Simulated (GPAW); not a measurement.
A run of GPAW 26.7.0 is set up as follows.

Contents of run.py:

```python
import json
import numpy as np
from ase import Atoms
from ase.constraints import FixSymmetry
from ase.io import write
from ase.optimize import BFGS
from phonopy import Phonopy
from phonopy.structure.atoms import PhonopyAtoms
from gpaw import GPAW, PW

atoms = Atoms(['As', 'B'],
              cell=[[0.0, 2.3885, 2.3885],
                    [2.3885, 0.0, 2.3885],
                    [2.3885, 2.3885, 0.0]],
              scaled_positions=[[0.75, 0.75, 0.75],
                                [0.0, 0.0, 0.0]],
              pbc=True)

calc = GPAW(mode=PW(680),
            xc={'name': 'vdW-DF2', 'backend': 'libvdwxc'},
            kpts={'size': (10, 10, 10), 'gamma': True},
            occupations={'name': 'fermi-dirac', 'width': 0.05},
            nbands=11,
            convergence={'density': 1e-06, 'eigenstates': 1e-09},
            maxiter=150,
            txt='gpaw.txt')
atoms.calc = calc
atoms.set_constraint(FixSymmetry(atoms))
BFGS(atoms, trajectory='relax.traj', logfile='-').run(fmax=0.005, steps=40)
atoms.set_constraint()
energy = atoms.get_potential_energy()
forces = atoms.get_forces()
calc.write('gs.gpw')
write('result.traj', atoms)
print('Cell:', atoms.cell.cellpar().round(4))
print(atoms.get_scaled_positions().round(5))

def force_constants(scale):
    unit = PhonopyAtoms(symbols=atoms.get_chemical_symbols(), cell=atoms.cell[:] * scale**(1 / 3),
                        scaled_positions=atoms.get_scaled_positions())
    ph = Phonopy(unit, supercell_matrix=np.diag([1, 1, 1]), primitive_matrix=np.eye(3), symprec=1e-4)
    ph.generate_displacements(distance=0.03)
    forces = []
    for i, sc in enumerate(ph.supercells_with_displacements):
        a = Atoms(sc.symbols, cell=sc.cell, scaled_positions=sc.scaled_positions, pbc=True)
        c = GPAW(mode=PW(680),
                 xc={'name': 'vdW-DF2', 'backend': 'libvdwxc'},
                 kpts={'size': (10, 10, 10), 'gamma': True},
                 occupations={'name': 'fermi-dirac', 'width': 0.05},
                 nbands=11,
                 convergence={'density': 1e-06, 'eigenstates': 1e-09},
                 maxiter=150,
                 txt=f'disp-{scale:.3f}-{i:02d}.txt')
        a.calc = c
        f = a.get_forces()
        forces.append(f - f.mean(axis=0))
        print(f'displacement {i}: drift', f.mean(axis=0).round(5), flush=True)
    ph.forces = forces
    ph.produce_force_constants()
    ph.symmetrize_force_constants()
    return ph

qpoints = [[0.0, 0.0, 0.0]]
results = {}
for scale in [1.0]:
    ph = force_constants(scale)
    ph.run_qpoints(qpoints)
    nu = ph.qpoints.frequencies * 33.35641  # THz to cm^-1
    results[f'{scale:.3f}'] = nu.tolist()
    for qp, f in zip(qpoints, nu):
        print(scale, np.round(qp, 4), f.round(2))
json.dump(results, open('phonons.json', 'w'))
```

Potentials or basis: GPAW PAW data sets (gpaw-data 1.2.1), pw.

Run with:

```sh
$ OMP_NUM_THREADS=1 python run.py
```

Question: Predict the highest phonon frequency at Γ, LO-TO splitting left out.

Answer: 703 cm⁻¹.

Question: What does it give for the band gap on the k mesh?

Answer: 1.49 eV, indirect (least direct gap 3.44 eV).

Phonon frequencies in cm⁻¹ (negative: imaginary):
```csv
q point,frequencies
"(0.000, 0.000, 0.000)",0 0 0 703 703 703
```

Caveat: the LO-TO splitting is left out. A k mesh can miss the band edges.
